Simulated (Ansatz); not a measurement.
Suppose BeS takes space group P4_132 (No. 213), with Be on 4b; S on 4a. A trial structure of BeS was built thus: 3-connected net, two elements alternating.

These are results of DFT PBE, scalar-relativistic, plane waves, PAW (Ansatz), not measurements. Cutoff 420 eV, Γ-centred mesh, Gaussian smearing, no spin polarisation.

Formation energies are uncorrected and refer to the elements' standard structures at the same level.

**Question.** Predict the relaxed structure.

**Answer.**

Space group P4_132 (No. 213). a = 5.716 Å, b = 5.716 Å, c = 5.716 Å, α = 90.00°, β = 90.00°, γ = 90.00°
```tsv
atom	site	symmetry	x	y	z
Be	4b	.32	0.8750	0.8750	0.8750
S	4a	.32	0.3750	0.3750	0.3750
```

Around Be lie 3 S at 2.02 Å; S has 3 Be at 2.02 Å.

**Question.** Where does its energy lie, and is it a metal?

**Answer.** The energy over the elements is −0.657 eV/atom and the gap on the 6×6×6 mesh of the 8-atom cell is 2.44 eV. A negative formation energy is needed for stability but isn't enough: competing phases decide.

The last run used Gaussian smearing of 0.02 eV. Kohn–Sham gaps at this level usually fall short of measured ones. The reference form of S is held partly by dispersion forces, which this level lacks. Symmetry constrained the relaxation, so the result can be a saddle point.
